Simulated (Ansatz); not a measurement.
Nuclear-site quantities of Y as the cell is scaled

```
CELL_PARAMETERS angstrom
0.00000 2.55199 2.55199
2.55199 0.00000 2.55199
2.55199 2.55199 0.00000
ATOMIC_POSITIONS crystal
Y 0.00000 0.00000 0.00000
```

The cell is the one relaxed in the Materials Project (mp-9), not relaxed further here; entries there can be hypothetical.

Spin polarisation is left out, and whether a magnetic state lies lower isn't shown here.

Theory: Ansatz 0.2.0, DFT, r2SCAN, all-electron PAW with datasets made for the crystal, scalar-relativistic.

The runs use a Γ-centred 12×12×12 k mesh, Fermi–Dirac smearing of 0.03 eV, cutoff 200 eV (chosen by the program for this cell), no spin polarisation.

The contact density is the mean electron density over the nuclear volume; its changes follow the s electrons' response to bonding and compression. Changes below are taken from the unscaled cell, where it is 443290 e/Å³ at Y.

The datasets are made afresh for each cell, so very small changes are uncertain.

(1) Does compression raise or lower the contact density at Y?

(2) Tabulate the changes with volume.

## Answers

(1) It raises it, by 2.80 e/Å³ over the whole range.

(2) 
| V/V(cell) | P (GPa) | Δρ(0) Y (e/Å³) |
| --- | --- | --- |
| 0.9405 | 2.5 | 1.49 |
| 1.0000 | 0.0 | 0.00 |
| 1.0600 | -2.0 | -1.31 |
